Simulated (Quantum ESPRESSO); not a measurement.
FeO: zone-centre phonons under several settings

```
Fe O
1.0
     0.00000    2.15540    2.15540
     2.15540    0.00000    2.15540
     2.15540    2.15540    0.00000
Fe O
1 1
Direct
  0.00000 0.00000 0.00000
  0.50000 0.50000 0.50000
```

All runs used Quantum ESPRESSO 7.5; potentials GBRV 1.5 PBE; given cell; collinear spin, ferromagnetic start; cutoff 762 eV; occupations fermi-dirac, width 0.05 eV.

| level | k mesh (s: shifted) | pressure (GPa) | lowest optical mode without the field (cm⁻¹) |
| --- | --- | --- | --- |
| PBE | 4 × 4 × 4s | -0.1 | 245 |
| PBE | 6 × 6 × 6s | -0.2 | 249 |
| PBE | 8 × 8 × 8s | ? | ? |

**Question.** What stands in the row left open?

**Answer.** Pressure -0.2 GPa; lowest optical mode without the field 247 cm⁻¹.

Caveats: some runs use coarse meshes; the mesh is thin for the phonons of a metal; a cell with one magnetic atom can't hold antiferromagnetic order, which such compounds often take.

For the row left open. Caveat: the k mesh is coarse; the mesh is thin for the phonons of a metal; a cell with one magnetic atom can't hold antiferromagnetic order, which such compounds often take.
